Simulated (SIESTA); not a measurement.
Runs of SIESTA 5.4.2 on Pt. It takes space group Fm-3m (No. 225, cubic). Conventional cell: a = 3.922 Å, b = 3.922 Å, c = 3.922 Å, α = 90.00°, β = 90.00°, γ = 90.00°. Around Pt (site symmetry m-3m) lie 12 Pt at 2.77 Å. 

| task | level | potentials or basis | cell | gap on the mesh (eV) | pressure (GPa) | V0 of scaled cells (Å³/atom) | B0 (GPa) |
| --- | --- | --- | --- | --- | --- | --- | --- |
| equation of state | LDA | PseudoDojo 0.4 standard (LDA files), DZP (energy shift 0.003 Ry; two zetas on semicore shells) | as given | - | - | 14.90 | 321 |
| band structure | LDA | PseudoDojo 0.4 standard (LDA files), DZP (energy shift 0.003 Ry; two zetas on semicore shells) | as given | none | (b) | - | - |
| single point | PBE | PseudoDojo 0.4 standard (PBE files), DZP (energy shift 0.003 Ry; two zetas on semicore shells) | cell strained at random at fixed volume | none | 12.8 | - | - |
| equation of state | PBE | PseudoDojo 0.4 standard (PBE files), DZP (energy shift 0.003 Ry; two zetas on semicore shells) | as given | - | - | (a) | 258 |
| single point | PBE | PseudoDojo 0.4 standard (PBE files), DZP (energy shift 0.003 Ry; two zetas on semicore shells) | as given | none | 12.8 | - | - |

Alike in all rows: no spin polarisation; k mesh 12 × 12 × 12; smearing fermi-dirac 0.05 eV; grid cutoff 800 Ry; energy shift 0.003 Ry.

Estimate the missing entries.

(a) 15.75; (b) -3.6.

Caveats: short orbitals over semicore shells can move pressures by several GPa; the basis of atomic orbitals isn't converged, which shifts pressures, moduli and gaps; spin-orbit coupling is left out, which moves the levels of the heavy elements (some runs).

A k mesh can miss the band edges, and the runs leave out spin-orbit coupling on Pt.

A gap of «none» marks a metal or a gap under the smearing width.
